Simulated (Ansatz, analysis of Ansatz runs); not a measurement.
# N_O under the (010) surface of TiO2: energy against depth

Question: does neutral N_O prefer the (010) surface of TiO2 or the inside, and by how much? The same defect is put at one site in each of several layers from the top towards the middle of one slab. Model: a cell of 96 host atoms with 1 O taken out and 1 N put in.

Program: Ansatz 0.2.0. Level of theory: plane-wave PAW DFT, PBEsol; a slab with vacuum, neutral defects. Results are calculated unless marked as measured.

## (1) The starting structure

The cell holds 96 atoms: 32 Ti, 63 O and 1 N. Cell: a = 9.091 Å, b = 11.039 Å, c = 22.000 Å, α = 90.0°, β = 90.0°, γ = 90.0°. It derives from TiO2 (space group Pbcn), repeated 2×2×1. Vacuum lies along c. Nearest the centre at fractional (0.371, 0.544, 0.701): N47 at 0.00 Å, Ti31 at 1.80 Å, Ti6 at 1.87 Å, O94 at 2.66 Å, O19 at 2.72 Å, O41 at 2.76 Å, O17 at 2.76 Å, O46 at 2.83 Å.

The cell's shortest repeat is 9.1 Å.

## (2) The clean slab

The slab is cut stoichiometric, symmetric and without a dipole, at the in-plane lattice of the database's bulk structure, and all its atoms relax. Miller indices refer to pymatgen's conventional standard cell, whose axes can be ordered otherwise than in the space-group symbol.

Input file slab/input.yaml:

```yaml
crystal:
  lattice:
    - [4.54535, 0.0, 0.0]
    - [0.0, 5.519619, 0.0]
    - [0.0, 0.0, 22.0]
  atoms:
    - { symbol: Ti, position: [0.5, 0.6729909, 0.332641] }
    - { symbol: Ti, position: [1.0, 0.8270091, 0.4442137] }
    - { symbol: Ti, position: [0.5, 0.3270091, 0.4442137] }
    - { symbol: Ti, position: [1.0, 0.1729909, 0.332641] }
    - { symbol: Ti, position: [0.5, 0.6729909, 0.5557863] }
    - { symbol: Ti, position: [1.0, 0.8270091, 0.667359] }
    - { symbol: Ti, position: [0.5, 0.3270091, 0.667359] }
    - { symbol: Ti, position: [1.0, 0.1729909, 0.5557863] }
    - { symbol: O, position: [0.7285494, 0.6182754, 0.4818469] }
    - { symbol: O, position: [0.2285494, 0.8817246, 0.2950078] }
    - { symbol: O, position: [0.7714506, 0.8817246, 0.3702743] }
    - { symbol: O, position: [0.2714506, 0.6182754, 0.4065804] }
    - { symbol: O, position: [0.7285494, 0.3817246, 0.3702743] }
    - { symbol: O, position: [0.2285494, 0.1182754, 0.4065804] }
    - { symbol: O, position: [0.7714506, 0.1182754, 0.4818469] }
    - { symbol: O, position: [0.2714506, 0.3817246, 0.2950078] }
    - { symbol: O, position: [0.7285494, 0.6182754, 0.7049922] }
    - { symbol: O, position: [0.2285494, 0.8817246, 0.5181531] }
    - { symbol: O, position: [0.7714506, 0.8817246, 0.5934196] }
    - { symbol: O, position: [0.2714506, 0.6182754, 0.6297257] }
    - { symbol: O, position: [0.7285494, 0.3817246, 0.5934196] }
    - { symbol: O, position: [0.2285494, 0.1182754, 0.6297257] }
    - { symbol: O, position: [0.7714506, 0.1182754, 0.7049922] }
    - { symbol: O, position: [0.2714506, 0.3817246, 0.5181531] }
basis:
  ecutwfc: 420
  xc_grid: 2
hamiltonian:
  xc: pbesol
  pseudopotentials: { kind: paw, azcp: { folder: soft_1 }, xc_functional: pbe }
kpoints:
  mp_grid: { grid: [2, 2, 1] }
scf:
  occupations: { method: fermi_dirac, width: 0.01 }
  max_iter: 80
relax:
  f_tol: 0.01
  max_steps: 100
  random_displacement: { amplitude: 0.03, seed: 2577 }
output:
  forces: true
  eigenvalues: true
```

Started as:

```console
$ ansatz run input.yaml --threads 32 --pin off --max-ram 84787MiB --backend cuda --events-out ev --progress --plain --runs-dir out --max-vram 78GiB
```

Numbers of over 12 decimals in the logs are rounded to 6 here.

The log of the run:

```text
[...]
Engine: ansatz 0.2.0, aarch64-unknown-linux-gnu
[...]
Pseudopotential: Ti, paw, valence charge 12, recommended cutoff 420 eV (normal), soft_1/Ti.paw.azcp
Pseudopotential: O, paw, valence charge 6, recommended cutoff 420 eV (normal), soft_1/O.paw.azcp
Functional definition: PBEsol
[...]
Crystal: 24 atoms, lattice volume = 551.949 Å³
Basis set: ecut = 420 eV, 10777 PW (Γ), exchange–correlation on 64×80×300 points (8 copies of the dense FFT grid, shifted against one another)
Bands: 120, of which v1, the nominal top of the filled ones, is band 96 counted from 1 (95 counted from 0)
[...]
k-points: 4
[...]
Functional: x = pbesol(κ = 0.804, μ = 0.123457), c = pbesol(β = 0.046)
[...]
SCF 1 converged in 15 iterations: F = -28792.435835 eV  dr2 = 6.83e-7
[...]
relax step   1: F+E_penalty+E_count = -28792.43583473 eV  Δ(F+E_penalty+E_count) = +0.000e0 eV  max|allowed force component| = 4.252e0 eV/Å  Δτ_max = 0.0000 Å  (15 SCF iters, dr2 threshold 2.50e-6 eV, [...]
[...]
SCF 2 converged in 8 iterations: F = -28794.085153 eV  dr2 = 2.43e-5
[...]
relax step   2: F+E_penalty+E_count = -28794.08515301 eV  Δ(F+E_penalty+E_count) = -1.649e0 eV  max|allowed force component| = 2.324e0 eV/Å  Δτ_max = 0.1625 Å  (8 SCF iters, dr2 threshold 1.00e-4 eV,  [...]
[...]
SCF 5 converged in 12 iterations: F = -28794.959641 eV  dr2 = 5.04e-9
[...]
SCF 9 converged in 3 iterations: F = -28794.964826 eV  dr2 = 1.58e-8
[...]
SCF converged after 3 iterations
[...]
--- Relaxed structure (9 steps of the walk, 8 accepted, 0 SCFs on fresh bases) ---
[...]
```

The job ended after 4.8 s (1 × NVIDIA GB200 with 32 threads of Arm Neoverse V2, shared host; peak memory 1.2 GiB).

The steps of the relaxation:

| step | energy less that of the first step (eV) | largest force component (eV/Å) |
| --- | --- | --- |
| 1 | 0.0000 | 4.2519 |
| 2 | -1.6493 | 2.3242 |
| 3 | -2.4537 | 0.3881 |
| 4 | -2.3959 | 1.2331 |
| 5 | -2.5238 | 0.1897 |
| 6 | -2.5251 | 0.0924 |
| 7 | -2.5286 | 0.0405 |
| 8 | -2.5290 | 0.0041 |
| 9 | -2.5290 | 0.0041 |

Relaxation step 4 was tried and not accepted.

The atoms that moved most (Å, from the sites as typed, ahead of the random displacement, the mean shift of all atoms taken out):

| atom | dx | dy | dz | length |
| --- | --- | --- | --- | --- |
| Ti1 | -0.260 | -0.026 | 0.079 | 0.273 |
| Ti7 | 0.260 | 0.026 | -0.079 | 0.273 |
| Ti4 | 0.260 | -0.026 | 0.079 | 0.273 |
| Ti6 | -0.260 | 0.026 | -0.079 | 0.273 |
| O16 | -0.130 | 0.173 | 0.072 | 0.228 |
| O17 | 0.130 | -0.173 | -0.072 | 0.228 |
| O10 | 0.130 | 0.173 | 0.072 | 0.228 |
| O23 | -0.130 | -0.173 | -0.072 | 0.228 |

Final coordinates:

```xyz
24
Lattice="4.5454 0.0000 0.0000 0.0000 5.5196 0.0000 0.0000 0.0000 22.0000" Properties=species:S:1:pos:R:3
Ti    2.0118    3.6907    7.3925
Ti    4.3748    4.6218    9.7287
Ti    2.4416    1.8619    9.7287
Ti    4.8046    0.9309    7.3924
Ti    2.1021    3.6623   12.2614
Ti    4.2846    4.5932   14.5977
Ti    2.5320    1.8333   14.5977
Ti    4.7143    0.9025   12.2614
O     3.2871    3.4224   10.5933
O     1.1678    5.0418    6.5570
O     3.5416    4.8539    8.0874
O     1.2119    3.4920    8.9959
O     3.2748    2.0942    8.0875
O     1.0591    0.7322    8.9958
O     3.5293    0.6626   10.5933
O     1.1032    2.2820    6.5571
O     3.4405    3.2421   15.4331
O     1.0144    4.8616   11.3969
O     3.4846    4.7920   12.9943
O     1.2690    3.4300   13.9027
O     3.3319    2.0322   12.9943
O     1.0023    0.6702   13.9026
O     3.3761    0.4823   15.4331
O     1.2567    2.1018   11.3969
```

With the common shift taken out, atoms move by up to 0.27 Å from the bulk-cut sites, and by up to 0.08 Å along the normal.

On a dense mesh the slab's energy differs by 3 meV an atom, so the sampling is kept; the layers are compared at one sampling, where most of this error should cancel, which was not tested.

## (3) Does the supercell reconstruct?

The clean supercell is relaxed from displaced atoms, since a reconstruction that only the larger cell allows would otherwise be counted to the defect.

Input file pristine.relax/input.yaml:

```yaml
crystal:
  lattice:
    - [9.0907, 0.0, 0.0]
    - [0.0, 11.039238, 0.0]
    - [0.0, 0.0, 22.0]
  atoms:
    - { symbol: Ti, position: [0.22130042, 0.33432661, 0.3360206] }
    - { symbol: Ti, position: [0.48123663, 0.41866607, 0.44221502] }
    - { symbol: Ti, position: [0.26858141, 0.16866387, 0.44221462] }
    - { symbol: Ti, position: [0.52851551, 0.08432432, 0.33601813] }
[... 86 atom lines left out ...]
    - { symbol: O, position: [0.88331118, 0.93408735, 0.59065136] }
    - { symbol: O, position: [0.63958772, 0.81070615, 0.63194286] }
    - { symbol: O, position: [0.86652157, 0.68408984, 0.59065046] }
    - { symbol: O, position: [0.61025281, 0.56070691, 0.63193704] }
    - { symbol: O, position: [0.87138, 0.54369266, 0.70150312] }
    - { symbol: O, position: [0.63824263, 0.69038992, 0.51804193] }
basis:
  ecutwfc: 420
  xc_grid: 2
hamiltonian:
  xc: pbesol
  pseudopotentials: { kind: paw, azcp: { folder: soft_1 }, xc_functional: pbe }
kpoints:
  mp_grid: { grid: [1, 1, 1] }
scf:
  occupations: { method: fermi_dirac, width: 0.01 }
  max_iter: 100
output:
  forces: true
relax:
  f_tol: 0.015
  max_steps: 80
  random_displacement: { amplitude: 0.05, seed: 2586 }
```

The log of the run:

```text
[...]
Crystal: 96 atoms, lattice volume = 2207.797 Å³
Basis set: ecut = 420 eV, 43131 PW (Γ), exchange–correlation on 128×150×300 points (8 copies of the dense FFT grid, shifted against one another)
Bands: 480, of which v1, the nominal top of the filled ones, is band 384 counted from 1 (383 counted from 0)
[...]
k-points: 1
[...]
relax step   1: F+E_penalty+E_count = -115177.91105787 eV  Δ(F+E_penalty+E_count) = +0.000e0 eV  max|allowed force component| = 2.159e0 eV/Å  Δτ_max = 0.0000 Å  (13 SCF iters, dr2 threshold 5.63e-6 eV [...]
[...]
SCF iter   2: F=—  HF=-115179.491986 eV  |F-HF|=—  |Δ(HF+E_count)|=   2.82e-1  Δρ=3.24e-3  dr2=2.50e-1  ethr=1.71e-4  ⟨swp⟩=7.0  Hψ=649  notcnv=0  defer=79
[...]
SCF iter   7: F=-115179.420290 eV  HF=-115179.420284 eV  |F-HF|=5.64e-6  |Δ(HF+E_count)|=   9.02e-6  Δρ=5.41e-5  dr2=5.91e-5  ethr=1.30e-8  ⟨swp⟩=3.0  Hψ=1733  notcnv=0
SCF 2 converged in 7 iterations: F = -115179.420290 eV  dr2 = 5.91e-5
[...]
SCF 5 converged in 8 iterations: F = -115179.859287 eV  dr2 = 4.84e-8
[...]
relax step   5: F+E_penalty+E_count = -115179.85928714 eV  Δ(F+E_penalty+E_count) = -9.481e-4 eV  max|allowed force component| = 1.064e-2 eV/Å  Δτ_max = 0.0075 Å  (8 SCF iters, accepted)
[...]
SCF converged after 8 iterations
[...]
```

Run time: 5.1 s. Hardware: 1 × NVIDIA GB200 with 32 threads; peak memory 1.4 GiB.

Atoms end at most 0.00 Å from the small cell's positions, so the small cell's structure is at least a local minimum.

## (4) The defect, layer by layer

Each layer's defect is relaxed from random displacements. Layer 1 is shown in full.

Input file layer1_M1.relax/input.yaml:

```yaml
crystal:
  lattice:
    - [9.0907, 0.0, 0.0]
    - [0.0, 11.039238, 0.0]
    - [0.0, 0.0, 22.0]
  atoms:
    - { symbol: Ti, position: [0.22127831, 0.3343202, 0.33602927] }
    - { symbol: Ti, position: [0.48121904, 0.41860078, 0.44221546] }
    - { symbol: Ti, position: [0.26857559, 0.16857406, 0.44223584] }
    - { symbol: Ti, position: [0.52841061, 0.08442412, 0.33604084] }
    - { symbol: Ti, position: [0.23124946, 0.33178308, 0.55732286] }
    - { symbol: Ti, position: [0.47136482, 0.41613775, 0.6635039] }
    - { symbol: Ti, position: [0.27855371, 0.16614108, 0.6635417] }
    - { symbol: Ti, position: [0.51856648, 0.08181682, 0.55734938] }
    - { symbol: O, position: [0.36169204, 0.30985652, 0.48152538] }
    - { symbol: O, position: [0.12829089, 0.45657614, 0.29805608] }
    - { symbol: O, position: [0.38952095, 0.43955026, 0.36762517] }
    - { symbol: O, position: [0.13333013, 0.3162775, 0.40890544] }
    - { symbol: O, position: [0.36022472, 0.18956882, 0.36760201] }
    - { symbol: O, position: [0.11647852, 0.06627227, 0.40890662] }
    - { symbol: O, position: [0.38813129, 0.05989365, 0.48153514] }
    - { symbol: O, position: [0.12133229, 0.20659451, 0.29806552] }
    - { symbol: O, position: [0.37852538, 0.29376488, 0.70147928] }
    - { symbol: O, position: [0.11170504, 0.440556, 0.5180234] }
    - { symbol: O, position: [0.38330968, 0.43415504, 0.59064211] }
    - { symbol: O, position: [0.13959586, 0.31079641, 0.63190855] }
    - { symbol: O, position: [0.36649319, 0.1841716, 0.59064415] }
    - { symbol: O, position: [0.11022853, 0.06078885, 0.63192196] }
    - { symbol: O, position: [0.37140856, 0.04377358, 0.70147601] }
    - { symbol: O, position: [0.1381538, 0.19052363, 0.51799491] }
    - { symbol: Ti, position: [0.2213921, 0.83439617, 0.33603578] }
    - { symbol: Ti, position: [0.48126875, 0.91856876, 0.44224298] }
    - { symbol: Ti, position: [0.26855434, 0.66858175, 0.44222173] }
    - { symbol: Ti, position: [0.5285217, 0.58435903, 0.33601095] }
    - { symbol: Ti, position: [0.23126082, 0.83184681, 0.55733338] }
    - { symbol: Ti, position: [0.47134538, 0.91607849, 0.66353932] }
    - { symbol: Ti, position: [0.27848757, 0.66608516, 0.66352435] }
    - { symbol: Ti, position: [0.51857755, 0.58182774, 0.55731448] }
    - { symbol: O, position: [0.36165807, 0.80989141, 0.48153559] }
    - { symbol: O, position: [0.1283734, 0.95658504, 0.29806876] }
    - { symbol: O, position: [0.3895055, 0.93957697, 0.36764908] }
    - { symbol: O, position: [0.13334101, 0.81630138, 0.40890538] }
    - { symbol: O, position: [0.36031265, 0.68957243, 0.36763947] }
    - { symbol: O, position: [0.11648953, 0.56628204, 0.40890564] }
    - { symbol: O, position: [0.38818235, 0.55989608, 0.48152119] }
    - { symbol: O, position: [0.12148881, 0.70659064, 0.29806982] }
    - { symbol: O, position: [0.37847146, 0.79375122, 0.70148692] }
    - { symbol: O, position: [0.11168127, 0.94053191, 0.51800768] }
    - { symbol: O, position: [0.38334374, 0.93416222, 0.5906492] }
    - { symbol: O, position: [0.13959664, 0.81083936, 0.63191969] }
    - { symbol: O, position: [0.36649866, 0.68411814, 0.59064175] }
    - { symbol: O, position: [0.11024873, 0.56083146, 0.63195906] }
    - { symbol: "N", position: [0.37144932, 0.54378962, 0.70148527] }
[... 1 line left out ...]
    - { symbol: Ti, position: [0.72136811, 0.33433181, 0.33605587] }
    - { symbol: Ti, position: [0.9812422, 0.41862845, 0.44224335] }
    - { symbol: Ti, position: [0.7685474, 0.16855418, 0.44226191] }
    - { symbol: Ti, position: [1.02841884, 0.08433424, 0.33604715] }
    - { symbol: Ti, position: [0.73127487, 0.33184989, 0.55732681] }
    - { symbol: Ti, position: [0.97136011, 0.41610806, 0.66353765] }
    - { symbol: Ti, position: [0.77853462, 0.1661392, 0.66352144] }
    - { symbol: Ti, position: [1.01860097, 0.08181383, 0.55733924] }
[... 16 lines left out ...]
    - { symbol: Ti, position: [0.72133969, 0.83442473, 0.33602086] }
    - { symbol: Ti, position: [0.9812506, 0.91857986, 0.44223234] }
    - { symbol: Ti, position: [0.76858814, 0.66856889, 0.44221015] }
    - { symbol: Ti, position: [1.0285067, 0.58436243, 0.33601128] }
    - { symbol: Ti, position: [0.73123815, 0.83179716, 0.55731222] }
    - { symbol: Ti, position: [0.97129763, 0.91612266, 0.66351832] }
    - { symbol: Ti, position: [0.77852026, 0.66608299, 0.66351256] }
    - { symbol: Ti, position: [1.01860165, 0.58182116, 0.55733964] }
[... 8 lines left out ...]
    - { symbol: O, position: [0.87840557, 0.79376179, 0.70146514] }
    - { symbol: O, position: [0.61163347, 0.94051548, 0.51801021] }
    - { symbol: O, position: [0.88334123, 0.93414604, 0.59063585] }
    - { symbol: O, position: [0.63955815, 0.81082182, 0.63188405] }
    - { symbol: O, position: [0.86651664, 0.6841511, 0.59063142] }
    - { symbol: O, position: [0.61026309, 0.56080728, 0.63189877] }
    - { symbol: O, position: [0.87128575, 0.5437379, 0.70149125] }
    - { symbol: O, position: [0.63818412, 0.69051226, 0.51799563] }
basis:
  ecutwfc: 420
  xc_grid: 2
hamiltonian:
  xc: pbesol
  pseudopotentials: { kind: paw, azcp: { folder: soft_1 }, xc_functional: pbe }
kpoints:
  mp_grid: { grid: [1, 1, 1] }
magnetization:
  spin_polarized: true
  initial_magnetization: 1
  spin_locking: { lock_magnetization: hard }
scf:
  occupations: { method: fermi_dirac, width: 0.01 }
  max_iter: 80
output:
  forces: true
relax:
  f_tol: 0.03
  max_steps: 90
  random_displacement: { amplitude: 0.05, seed: 2578 }
```

The log of the run:

```text
[...]
Crystal: 96 atoms, lattice volume = 2207.797 Å³
Basis set: ecut = 420 eV, 43131 PW (Γ), exchange–correlation on 128×150×300 points (8 copies of the dense FFT grid, shifted against one another)
Bands: 480, of which v1, the nominal top of the filled ones, is band 384 counted from 1 (383 counted from 0)
[...]
k-points: 1
[...]
spin=Collinear: Resta preconditioning applied to the charge; magnetization (m = ρ↑ − ρ↓) channel mixes plain (no charge-response kernel on spin).
SCF iter   2: F=—  HF=-115000.828717 eV  |F-HF|=—  |Δ(HF+E_count)|=    1.32e2  Δρ=1.94e-2 (↑1.92e-2 ↓1.94e-2)  dr2=3.54e1  dr2_m=1.40e-1  M=1.000 μB ∫|m|=1.082 μB  β_m=0.33  ethr=3.10e-3  ⟨swp⟩=4.0  H [...]
[...]
SCF iter  13: F=-114992.715392 eV  HF=-114992.715393 eV  |F-HF|=1.21e-6  |Δ(HF+E_count)|=   2.61e-6  Δρ=6.31e-6 (↑5.71e-6 ↓6.31e-6)  dr2=2.74e-6  dr2_m=1.24e-7  M=1.000 μB ∫|m|=1.166 μB  ethr=1.53e-9  [...]
SCF 1 converged in 13 iterations: F = -114992.715392 eV  dr2 = 2.74e-6
[...]
relax step   1: F+E_penalty+E_count = -114992.71539183 eV  Δ(F+E_penalty+E_count) = +0.000e0 eV  max|allowed force component| = 2.564e0 eV/Å  Δτ_max = 0.0000 Å  (13 SCF iters, dr2 threshold 2.25e-5 eV [...]
[...]
SCF 2 converged in 7 iterations: F = -114994.360030 eV  dr2 = 7.22e-5
[...]
SCF 7 converged in 10 iterations: F = -114994.900400 eV  dr2 = 8.54e-9
[...]
SCF 8 converged in 9 iterations: F = -114994.901581 eV  dr2 = 5.01e-9
[...]
SCF converged after 9 iterations
[...]
```

It took 10 s on 1 × NVIDIA GB200 with 32 threads; peak memory 1.7 GiB; 42 s of CPU time.

Relaxation path:

| step | energy less that of the first step (eV) | largest force component (eV/Å) |
| --- | --- | --- |
| 1 | 0.0000 | 2.5638 |
| 2 | -1.6446 | 1.0706 |
| 3 | -1.6689 | 0.8847 |
| 4 | -2.1052 | 0.4130 |
| 5 | -2.1718 | 0.0998 |
| 6 | -2.1803 | 0.0739 |
| 7 | -2.1850 | 0.0435 |
| 8 | -2.1862 | 0.0299 |

The atoms that moved most (Å, from the sites as typed, ahead of the random displacement, the mean shift of all atoms taken out):

| atom | dx | dy | dz | length |
| --- | --- | --- | --- | --- |
| N47 | 0.071 | 0.002 | 0.069 | 0.099 |
| O17 | -0.066 | 0.028 | 0.011 | 0.073 |
| O94 | -0.040 | 0.012 | 0.046 | 0.062 |
| Ti6 | 0.027 | -0.036 | -0.007 | 0.045 |
| O41 | 0.033 | -0.004 | -0.015 | 0.037 |
| Ti32 | -0.030 | 0.006 | 0.014 | 0.034 |
| O68 | 0.027 | -0.020 | -0.001 | 0.034 |
| Ti31 | -0.020 | 0.024 | -0.004 | 0.031 |

Neighbours of N47 at the end:

| atom | distance (Å) |
| --- | --- |
| Ti31 | 1.893 |
| Ti6 | 1.916 |
| O94 | 2.588 |
| O17 | 2.736 |
| O41 | 2.755 |
| O19 | 2.806 |
| O46 | 2.910 |
| O45 | 2.975 |

All relaxations:

| layer | depth (Å) | moment (μB) | outcome | structures computed | largest displacement from the input (Å) | time |
| --- | --- | --- | --- | --- | --- | --- |
| 1 | 0.00 | 1 | converged | 8 | 0.10 | 10 s |
| 2 | 1.53 | 1 | converged | 9 | 0.15 | 9.5 s |
| 3 | 2.44 | 1 | converged | 10 | 0.10 | 10 s |
| 4 | 4.04 | 1 | converged | 8 | 0.08 | 10 s |

The relaxation ends 23 meV an atom lower than the displaced start, with a largest force component of 0.030 eV/Å.

(Continued in part 2 of 2.)

[Logs are printed without paths, hosts, clocks, repeated set-up lines and the standing remarks that a program may print on its own settings, such as how far it seeks lower states.]

[Hosts, paths, dates, database ids (printed as entryN), source tags and the programs' standing remarks are cut or masked in the printed files.]

[Maps of the electrostatic potential energy from Ansatz leave out the sawtooth potential of an applied field or a dipole correction, so their vacuum need not be flat.]
